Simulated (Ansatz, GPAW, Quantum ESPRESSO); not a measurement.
**W: programs and potentials compared**

```xyz
4
Lattice="2.8097 0.0000 0.0000 0.0000 4.8639 0.0000 0.0000 0.0000 4.9237" Properties=species:S:1:pos:R:3 pbc="T T T"
W     2.2285    4.5567    3.6928
W     0.5811    2.1247    3.6928
W     0.5811    0.3072    1.2309
W     2.2285    2.7391    1.2309
```

This isn't the form of W at room conditions, which is bcc.

Alike in all runs: task single point; functional PBEsol; k mesh 9 × 6 × 6; occupations fermi-dirac, width 0.05 eV; no spin polarisation; no spin-orbit coupling. Pressure is positive in compression and, in plane waves, holds the error of the finite cutoff.

```tsv
program and potentials	plane-wave cutoff (eV)	notes	pressure (GPa)	largest force (eV/Å)
GPAW, PAW data sets generated for this functional	600	-	-11.02	0.063
Quantum ESPRESSO, GBRV 1.5 PBEsol	762	-	-10.49	0.070
Ansatz, all-electron LAPW, scalar-relativistic	-	-	-10.58	0.070
```

Force on atom 2 (W), eV/Å:

| program and potentials | x | y | z |
| --- | --- | --- | --- |
| GPAW, PAW data sets generated for this functional | 0.007 | 0.063 | 0.000 |
| Quantum ESPRESSO, GBRV 1.5 PBEsol | 0.019 | 0.067 | 0.000 |
| Ansatz, all-electron LAPW, scalar-relativistic | 0.009 | 0.070 | 0.000 |

The pressure spans -11.02 (GPAW, PAW data sets generated for this functional) to -10.49 GPa (Quantum ESPRESSO, GBRV 1.5 PBEsol), with all-electron results at -10.58. The cell lies far from this level's equilibrium.

Differences between rows come from potentials, basis sets and numerical settings, since the functional is the same but for its coding. Runs on potential files found faulty are left out.
